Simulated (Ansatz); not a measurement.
InP, element substitutions

Start from InP in the zinc blende structure (space group F-43m, No. 216; a = 5.960 Å).

Each row replaces one element on all its sites; cell and atoms are relaxed.

Levels (all Ansatz, a first-principles code, PAW, earlier PAW set): PBE (420 eV, scalar-relativistic without spin-orbit coupling); r2SCAN (500 eV, scalar-relativistic without spin-orbit coupling).

The base cell above is that of PBE; each level relaxes its own structures.

| case | band gap, PBE | band gap, r2SCAN |
|---|---|---|
| In → Cd | zero | zero |
| In → Ir | zero | (withheld) |
| P → Ga | zero | zero |
| In → B | 1.25 eV | (withheld) |

Task: Complete the table.

Result: 
- In → Ir, band gap, r2SCAN: zero
- In → B, band gap, r2SCAN: 1.41 eV

The two levels differ by at most about 0.16 eV. They put the cases in the same order.

No phonon test of stability was made. As relaxed here, CdP, IrP and InGa are hypothetical phases, not in the database extracts checked. The final runs are not spin-polarised. An odd electron count without spin: CdP.
